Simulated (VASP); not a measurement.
# Rh (P6_3/mmc) in VASP: a series of runs

Aim: see how the results for Rh move with the level of theory and the settings. Levels: PBEsol, LDA. Tasks: relaxation of cell and atoms.

Program: VASP 6.6.1. These are calculated values, not measurements. Logs are shortened: lines on timing, memory, paths and dates and some standing lists are left out, and cuts for length are marked.

## 1. The structure

Symmetry: P6_3/mmc, No. 194, hexagonal system. The conventional cell has a = 2.692 Å, b = 2.692 Å, c = 4.397 Å, α = 90.00°, β = 90.00°, γ = 120.00°. Rh (site symmetry -6m2) is surrounded by 12 Rh at 2.69 Å.

This isn't the form of Rh at room conditions, which is fcc.

## 2. Relaxation of cell and atoms, PBEsol

Input file INCAR:

```
PREC = Accurate
ENCUT = 600
EDIFF = 1E-7
ISMEAR = 0
SIGMA = 0.1
LREAL = F
LASPH = T
NELM = 60
ALGO = Normal
ISIF = 3
LWAVE = F
LCHARG = F
GGA = PS
IBRION = 2
NSW = 90
EDIFFG = -0.005
```

Input file KPOINTS:

```
Automatic mesh
0
Gamma
  18 18 10
```

Input file POSCAR:

```
Rh
1.0
    2.6923490400      0.0000000000      0.0000000000
   -1.3461745200      2.3316426600      0.0000000000
    0.0000000000      0.0000000000      4.3966059800
Rh
2
Direct
    0.3333333300      0.6666666700      0.2500000000
    0.6666666700      0.3333333300      0.7500000000
```

Potentials or basis: VASP PAW PBE potentials, release 64 (Rh_pv).

The run is started by

```bash
$ cat potpaw_PBE.64/Rh_pv/POTCAR > POTCAR
$ mpirun -np 1 vasp_std > vasp.out
```

OUTCAR:

```text
PREC = Accurate
   ENCUT = 600
   EDIFF = 1E-7
   ISMEAR = 0
   LREAL = F
   LASPH = T
   NELM = 60
   ISIF = 3
   GGA = PS
   IBRION = 2
   NSW = 90
   EDIFFG = -0.005

 ion  position               nearest neighbor table
   1  0.333  0.667  0.250-   2 2.69   2 2.69   2 2.69   2 2.69   2 2.69   2 2.69
   2  0.667  0.333  0.750-   1 2.69   1 2.69   1 2.69   1 2.69   1 2.69   1 2.69

  LATTYP: Found a hexagonal cell.
 ALAT       =     2.6923490400
 C/A-ratio  =     1.6329999991

  Lattice vectors:

 A1 = (   2.6923490400,   0.0000000000,   0.0000000000)
 A2 = (  -1.3461745200,   2.3316426600,   0.0000000000)
 A3 = (   0.0000000000,   0.0000000000,   4.3966059800)

Analysis of symmetry for initial positions (statically):
=====================================================================
 Subroutine PRICEL returns:
 Original cell was already a primitive cell.

 Routine SETGRP: Setting up the symmetry group for a
 hexagonal supercell.

 Subroutine GETGRP returns: Found 24 space group operations
 (whereof 12 operations were pure point group operations)
 out of a pool of 24 trial point group operations.

The static configuration has the point symmetry D_3d.
 The point group associated with its full space group is D_6h.

Analysis of symmetry for dynamics (positions and initial velocities):
=====================================================================
 Subroutine PRICEL returns:
 Original cell was already a primitive cell.

 Routine SETGRP: Setting up the symmetry group for a
 hexagonal supercell.

 Subroutine GETGRP returns: Found 24 space group operations
 (whereof 12 operations were pure point group operations)
 out of a pool of 24 trial point group operations.

The dynamic configuration has the point symmetry D_3d.
 The point group associated with its full space group is D_6h.

 Subroutine INISYM returns: Found 24 space group operations
 (whereof 12 operations are pure point group operations),
 and found     1 'primitive' translations

----------------------------------------------------------------------------------------

                                     Primitive cell

  volume of cell :      27.6001

  direct lattice vectors                    reciprocal lattice vectors
     2.692349040  0.000000000  0.000000000     0.371422867  0.214441093  0.000000000
    -1.346174520  2.331642660  0.000000000     0.000000000  0.428882186  0.000000000
     0.000000000  0.000000000  4.396605980     0.000000000  0.000000000  0.227448174

  length of vectors
     2.692349040  2.692349036  4.396605980     0.428882185  0.428882186  0.227448174

  position of ions in fractional coordinates (direct lattice)
     0.333333330  0.666666670  0.250000000
     0.666666670  0.333333330  0.750000000

  ion indices of the primitive-cell ions
   primitive index   ion index
                 1           1
                 2           2

----------------------------------------------------------------------------------------

 KPOINTS: Automatic mesh

Automatic generation of k-mesh.
 Grid dimensions read from file:
 generate k-points for:   18   18   10

 Generating k-lattice:

  Cartesian coordinates                     Fractional coordinates (reciprocal lattice)
     0.020634604  0.011913394  0.000000000     0.055555556  0.000000000  0.000000000
     0.000000000  0.023826788  0.000000000     0.000000000  0.055555556  0.000000000
     0.000000000  0.000000000  0.022744817     0.000000000  0.000000000  0.100000000

  Length of vectors
     0.023826788  0.023826788  0.022744817

  Shift w.r.t. Gamma in fractional coordinates (k-lattice)
     0.000000000  0.000000000  0.000000000

 Subroutine IBZKPT returns following result:
 ===========================================

 Found    222 irreducible k-points:

 Following reciprocal coordinates:
            Coordinates               Weight
  0.000000  0.000000  0.000000      1.000000
  0.055556  0.000000  0.000000      6.000000
  0.111111  0.000000  0.000000      6.000000
  0.166667  0.000000  0.000000      6.000000
  0.222222  0.000000  0.000000      6.000000
  0.277778  0.000000  0.000000      6.000000
[... 16 lines left out ...]
  0.333333  0.111111  0.000000     12.000000
  0.388889  0.111111  0.000000     12.000000
 [... further k-points ...]
   k-points           NKPTS =    222   k-points in BZ     NKDIM =    222   number of bands    NBANDS=     19
   number of dos      NEDOS =    301   number of ions     NIONS =      2
   total plane-waves  NPLWV =  20736
   dimension x,y,z NGX =    24 NGY =   24 NGZ =   36
   dimension x,y,z NGXF=    48 NGYF=   48 NGZF=   72
   ions per type =               2
   NGX,Y,Z   is equivalent  to a cutoff of  14.82, 14.82, 13.61 a.u.
   NGXF,Y,Z  is equivalent  to a cutoff of  29.64, 29.64, 27.22 a.u.
 SYSTEM =  unknown system
   PREC   = accura    normal or accurate (medium, high low for compatibility)
   ISTART =      0    job   : 0-new  1-cont  2-samecut
   ICHARG =      2    charge: 1-file 2-atom 10-const
   ISPIN  =      1    spin polarized calculation?
   LNONCOLLINEAR =      F non collinear calculations
   LSORBIT =      F    spin-orbit coupling
   LASPH  =      T    aspherical Exc in radial PAW
   ENCUT  =  600.0 eV  44.10 Ry    6.64 a.u.   5.38  5.38  8.78*2*pi/ulx,y,z
   NELM   =     60;   NELMIN=  2; NELMDL= -5     # of ELM steps
   EDIFF  = 0.1E-06   stopping-criterion for ELM
   LREAL  =      F    real-space projection
   EDIFFG = -.5E-02   stopping-criterion for IOM
   NSW    =     90    number of steps for IOM
   IBRION =      2    ionic relax: 0-MD 1-quasi-New 2-CG
   NFREE  =      1    steps in history (QN), initial steepest desc. (CG)
   ISIF   =      3    stress and relaxation
   ISYM   =      2    0-nonsym 1-usesym 2-fastsym
   POTIM  = 0.5000    time-step for ionic-motion
   TEBEG  =    0.0;   TEEND  =   0.0 temperature during run
   PSTRESS=    0.0 pullay stress
   NELECT =      30.0000    total number of electrons
   NUPDOWN=      -1.0000    fix difference up-down
   EMIN   =  10.00;   EMAX   =-10.00  energy-range for DOS
   EFERMI =   0.00;   METHOD = LEGACY
   ISMEAR =     0;   SIGMA  =   0.10  broadening in eV -4-tet -1-fermi 0-gaus
   EFERMI_NEDOS =   21; number of points for ismear=-14 and -15
   IALGO  =     38    algorithm
   IMIX   =      4    mixing-type and parameters
     AMIX     =   0.40;   BMIX     =  1.00
     AMIX_MAG =   1.60;   BMIX_MAG =  1.00
  volume/ion in A,a.u.               =      13.80        93.13
  Fermi-wavevector in a.u.,A,eV,Ry     =   1.683236  3.180854 38.549150  2.833283
  Thomas-Fermi vector in A             =   2.766473
   LORBIT       =      0    0 simple, 1 ext, 2 COOP (PROOUT), +10 PAW based schemes
   GGA     = PS    functional components
   LHFCALC =     F    Hartree Fock is set to
   AEXX    =    0.0000 exact exchange contribution
   IVDW    =     0    specifies the selected vdW correction
   LEPSILON=     F    determine dielectric tensor
   LRPA    =     F    only Hartree local field effects (RPA)
 conjugate gradient relaxation of ions
 non-spin polarized calculation
 Gauss-broadening in eV      SIGMA  =   0.10
  energy-cutoff  :      600.00
  volume of cell :       27.60
 maximum number of plane-waves:       954
 NGX is ok and might be reduce to    24
   NGX = 11   NGY = 11   NGZ = 17

--------------------------------------- Ionic step        1  -------------------------------------------

 number of electron      30.0000002 magnetization

 Free energy of the ion-electron system (eV)
  ---------------------------------------------------
  ext. energy  EPLUGINS =         0.00000000
  ---------------------------------------------------
  free energy    TOTEN  =       -16.19392042 eV

  energy without entropy =      -16.17726725  energy(sigma->0) =      -16.18559384

------------------------ aborting loop because EDIFF is reached ----------------------------------------

  FORCE on cell =-STRESS in cart. coord.  units (eV):
  Direction    XX          YY          ZZ          XY          YZ          ZX
  --------------------------------------------------------------------------------------
  -------------------------------------------------------------------------------------
  Total       -0.6877417     -0.6877417     -1.3574398      0.0000000      0.0000000     -0.0000000
  in kB      -39.9231714    -39.9231713    -78.7989199      0.0000000      0.0000000     -0.0000000
  external PRESSURE =     -52.8817542 kB  Pullay stress =       0.0000000 kB

 VOLUME and BASIS-vectors are now :
 -----------------------------------------------------------------------------
  energy-cutoff  :      600.00
  volume of cell :       27.60
      direct lattice vectors                 reciprocal lattice vectors
     2.692349040  0.000000000  0.000000000     0.371422867  0.214441093  0.000000000
    -1.346174520  2.331642660  0.000000000     0.000000000  0.428882186  0.000000000
     0.000000000  0.000000000  4.396605980     0.000000000  0.000000000  0.227448174
[... 253 lines left out ...]
 POSITION                                       TOTAL-FORCE (eV/Angst)
 -----------------------------------------------------------------------------------
     -0.00000      1.55228      1.08227         0.000000     -0.000000      0.000000
      1.34432      0.77614      3.24681        -0.000000      0.000000     -0.000000
 -----------------------------------------------------------------------------------
    total drift:                               -0.000005      0.000003     -0.000000

  FREE ENERGIE OF THE ION-ELECTRON SYSTEM (eV)
  ---------------------------------------------------
  free  energy   TOTEN  =       -16.2058287379 eV

  energy  without entropy=      -16.1902771768  energy(sigma->0) =      -16.19805296

--------------------------------------- Ionic step        9  -------------------------------------------

 number of electron      30.0000001 magnetization

 Free energy of the ion-electron system (eV)
  ---------------------------------------------------
  ext. energy  EPLUGINS =         0.00000000
  ---------------------------------------------------
  free energy    TOTEN  =       -16.20583563 eV

  energy without entropy =      -16.19030288  energy(sigma->0) =      -16.19806926

 E-fermi :  12.1428     XC(G=0): -14.3132

 val. band max:       12.1403473644   @ k =   0.3889   0.1667   0.0000
 cond. band min:      12.1436502090   @ k =   0.2778   0.0000   0.4000
 fundamental gap:      0.0033028446
 Fermi energy:        12.1428189937

 k-point     1 :       0.0000    0.0000    0.0000
  band No.  band energies     occupation
      1     -35.1257      2.00000
      2     -34.4200      2.00000
      3     -34.4200      2.00000
      4     -34.3230      2.00000
      5     -34.3040      2.00000
      6     -34.3040      2.00000
[... 11 lines left out ...]
     18      12.8021      0.00000
     19      20.9239      0.00000
[... 485 lines left out ...]
 k-point    24 :       0.3889    0.1111    0.0000
  band No.  band energies     occupation
      1     -34.9533      2.00000
      2     -34.8309      2.00000
      3     -34.7822      2.00000
      4     -34.6220      2.00000
      5     -34.5196      2.00000
      6     -34.4431      2.00000
[... 11 lines left out ...]
     18      18.6018      0.00000
     19      22.5564      0.00000

 [... further k-points ...]

------------------------ aborting loop because EDIFF is reached ----------------------------------------

  FORCE on cell =-STRESS in cart. coord.  units (eV):
  Direction    XX          YY          ZZ          XY          YZ          ZX
  --------------------------------------------------------------------------------------
  -------------------------------------------------------------------------------------
  Total       -0.0027680     -0.0027680      0.0062292      0.0000000      0.0000000     -0.0000000
  in kB       -0.1637172     -0.1637172      0.3684403      0.0000000      0.0000000     -0.0000000
  external PRESSURE =       0.0136686 kB  Pullay stress =       0.0000000 kB

 VOLUME and BASIS-vectors are now :
 -----------------------------------------------------------------------------
  energy-cutoff  :      600.00
  volume of cell :       27.09
      direct lattice vectors                 reciprocal lattice vectors
     2.688286727 -0.000000000 -0.000000000     0.371984130  0.214765138 -0.000000000
    -1.344143363  2.328124594  0.000000000    -0.000000000  0.429530276 -0.000000000
     0.000000000  0.000000000  4.328067950     0.000000000 -0.000000000  0.231049977

 POSITION                                       TOTAL-FORCE (eV/Angst)
 -----------------------------------------------------------------------------------
     -0.00000      1.55208      1.08202         0.000000     -0.000000      0.000000
      1.34414      0.77604      3.24605        -0.000000      0.000000     -0.000000
 -----------------------------------------------------------------------------------
    total drift:                               -0.000005      0.000003     -0.000000

  FREE ENERGIE OF THE ION-ELECTRON SYSTEM (eV)
  ---------------------------------------------------
  free  energy   TOTEN  =       -16.2058356326 eV

  energy  without entropy=      -16.1903028786  energy(sigma->0) =      -16.19806926

 reached required accuracy - stopping structural energy minimisation
```

Wall time 3.2 min (1 thread of Intel Xeon 6975P-C (Granite Rapids), shared host); peak memory 0.25 GiB.

What came out:

```
Free energy                            : -16.2058 eV
Relaxed volume                         : 13.54 Å³/atom
Relaxed cell                           : a = 2.688 Å, b = 2.688 Å, c = 4.328 Å, α = 90.00°, β = 90.00°, γ = 120.00°
Space group after relaxing (to 0.05 Å) : P6_3/mmc (No. 194)
Energy gained by relaxing              : 6.0 meV/atom
Ionic steps                            : 9
Pressure after relaxing                : 0.0 GPa
Band gap on the k mesh                 : none (metal or under the smearing width)
```

The path:
```
step  energy change (eV)  largest force (eV/Å)  pressure (GPa)  volume (Å³)
   1              0.0000                0.0000           -5.29        27.60
   2              0.0486                0.0000           16.00        25.82
   3             -0.0105                0.0000            0.32        27.05
   4             -0.0105                0.0000            0.45        27.04
   5             -0.0119                0.0000            0.04        27.08
   6             -0.0119                0.0000            0.09        27.08
   7             -0.0119                0.0000            0.07        27.08
   8             -0.0119                0.0000           -0.18        27.10
   9             -0.0119                0.0000            0.00        27.09
```

Final structure:
```xyz
2
Lattice="2.6883 0.0000 0.0000 -1.3441 2.3281 0.0000 0.0000 0.0000 4.3281" Properties=species:S:1:pos:R:3 pbc="T T T"
Rh    0.0000    1.5521    1.0820
Rh    1.3441    0.7760    3.2461
```

Levels at points of the mesh, in eV from the Fermi level:
```
           k point  band 13  band 14  band 15  band 16  band 17  band 18
(0.00, 0.00, 0.00)    -2.59    -2.01    -2.01     0.13     0.13     0.66
(0.50, 0.00, 0.00)    -2.29     0.41     0.66     0.74     3.03     5.16
(0.00, 0.00, 0.50)    -3.26    -3.26    -0.46    -0.46    -0.46    -0.46
(0.50, 0.00, 0.50)    -0.36    -0.36     0.61     0.61     2.63     2.63
```

Caveat: the PAW data sets were made with another functional, which shifts forces and pressure a little.

## 3. Relaxation of cell and atoms, LDA

Edit INCAR of step 2 so:

```diff
@@ -12,3 +12,3 @@
 LCHARG = F
-GGA = PS
+GGA = CA
 IBRION = 2
```

KPOINTS is that of step 2.

POSCAR is that of step 2.

Potentials or basis: VASP PAW LDA potentials, release 64 (Rh_pv).

The run is started by

```bash
$ cat potpaw_LDA.64/Rh_pv/POTCAR > POTCAR
$ mpirun -np 1 vasp_std > vasp.out
```

It took 3.5 min on 1 thread of Intel Xeon 6975P-C (Granite Rapids), shared host; peak memory 0.24 GiB.

Results (log left out):

```yaml
Free_energy: -17.2951 eV
Relaxed_volume: 13.31 Å³/atom
Relaxed_cell: a = 2.672 Å, b = 2.672 Å, c = 4.303 Å, α = 90.00°, β = 90.00°, γ = 120.00°
Space_group_after_relaxing_to_0.05_Å: P6_3/mmc (No. 194)
Energy_gained_by_relaxing: 18.5 meV/atom
Ionic_steps: 10
Pressure_after_relaxing: 0.0 GPa
Band_gap_on_the_k_mesh: none (metal or under the smearing width)
```

The path:
| step | energy change (eV) | largest force (eV/Å) | pressure (GPa) | volume (Å³) |
| --- | --- | --- | --- | --- |
| 1 | 0.0000 | 0.0000 | -10.52 | 27.60 |
| 2 | 0.2396 | 0.0000 | 39.43 | 24.13 |
| 3 | -0.0354 | 0.0000 | -0.22 | 26.63 |
| 4 | -0.0355 | 0.0000 | 0.19 | 26.59 |
| 5 | -0.0355 | 0.0000 | 0.42 | 26.57 |
| 6 | -0.0370 | 0.0000 | 0.23 | 26.59 |
| 7 | -0.0370 | 0.0000 | 0.26 | 26.59 |
| 8 | -0.0370 | 0.0000 | 0.25 | 26.59 |
| 9 | -0.0369 | 0.0000 | -0.56 | 26.66 |
| 10 | -0.0370 | 0.0000 | -0.01 | 26.61 |

Final structure:
```cif
data_structure
_symmetry_space_group_name_H-M 'P 1'
_symmetry_Int_Tables_number 1
_cell_length_a 2.6724
_cell_length_b 2.6724
_cell_length_c 4.3027
_cell_angle_alpha 90.000
_cell_angle_beta 90.000
_cell_angle_gamma 120.000
_cell_volume 26.61
loop_
_atom_site_label
_atom_site_type_symbol
_atom_site_fract_x
_atom_site_fract_y
_atom_site_fract_z
_atom_site_occupancy
Rh1 Rh 0.33333 0.66667 0.25000 1
Rh2 Rh 0.66667 0.33333 0.75000 1
```

Levels at points of the mesh, in eV from the Fermi level:
| k point | band 11 | band 12 | band 13 | band 14 | band 15 | band 16 | band 17 | band 18 | band 19 |
| --- | --- | --- | --- | --- | --- | --- | --- | --- | --- |
| (0.00, 0.00, 0.00) | -3.24 | -2.67 | -2.67 | -2.08 | -2.08 | 0.13 | 0.13 | 0.68 | 8.96 |
| (0.50, 0.00, 0.00) | -2.87 | -2.38 | -2.33 | 0.43 | 0.68 | 0.76 | 3.11 | 5.26 | 10.50 |
| (0.00, 0.00, 0.50) | -3.36 | -3.36 | -3.36 | -3.36 | -0.47 | -0.47 | -0.47 | -0.47 | 14.96 |
| (0.50, 0.00, 0.50) | -1.81 | -1.81 | -0.37 | -0.37 | 0.63 | 0.63 | 2.69 | 2.69 | 9.59 |
